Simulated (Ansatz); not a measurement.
Se under changes of volume

One of the cells (27.261 Å³/atom); the others are scaled copies at fixed shape and fractional positions:

```xyz
3
Lattice="4.3662 0.0000 0.0000 -2.1831 3.7812 0.0000 0.0000 0.0000 4.9536" Properties=species:S:1:pos:R:3 pbc="T T T"
Se    1.6910    2.9289    0.0000
Se   -0.4921    0.8523    3.3024
Se    0.9841    0.0000    1.6512
```

| Quantity | Value |
| --- | --- |
| Program | Ansatz 0.2.0 |
| Functional | r2SCAN |
| Potentials or basis | Ansatz PAW |
| Cutoff | 500 eV (not typed: the program's choice for these potentials) |
| k mesh | 7 × 7 × 6 |
| Occupations | fermi-dirac, width 0.05 eV |
| Spin | no spin polarisation |

```csv
volume (Å³/atom),energy over the lowest point (meV/atom),pressure (GPa),gap on the mesh (eV),largest force (eV/Å)
25.625,37.19,5.7,1.40,0.727
26.170,?,?,?,?
26.716,9.28,2.6,1.44,0.262
27.261,2.55,1.3,1.46,0.053
27.806,0.00,0.2,1.43,0.141
28.351,1.20,-0.9,1.41,0.321
28.896,5.78,-1.8,1.38,0.489
```

Question: What does the run at 26.170 Å³/atom give?

Answer: Energy over the lowest point 20.66 meV/atom; pressure 4.1 GPa; gap on the mesh 1.43 eV; largest force 0.486 eV/Å.

Worked out: A Birch-Murnaghan fit of order 3 (a polynomial in V^(-2/3)) to the other rows has its minimum at 27.90 Å³/atom with B0 = V·E''(V) = 55 GPa and B' = 4.4 at fixed shape and positions, which overstates the stiffness. It gives 20.66 meV/atom at 26.170 Å³/atom, against the run's 20.66, and -dE/dV = 4.1 GPa, against 4.1. A parabola through the other rows of the gap, of slope 1.1 eV per unit of ln V there, gives 1.43 eV, against the run's 1.43.

Energies are extrapolated to zero smearing.

Caveats: odd divisions of the mesh miss points on the zone boundary, where band edges often lie, so the gap on the mesh can be too wide; the PAW data sets come from PBE, with cores solved anew for the run's functional, which leaves a small shift of forces and pressure.

A mesh can miss the band edges. Spin-orbit coupling on Se is left out.
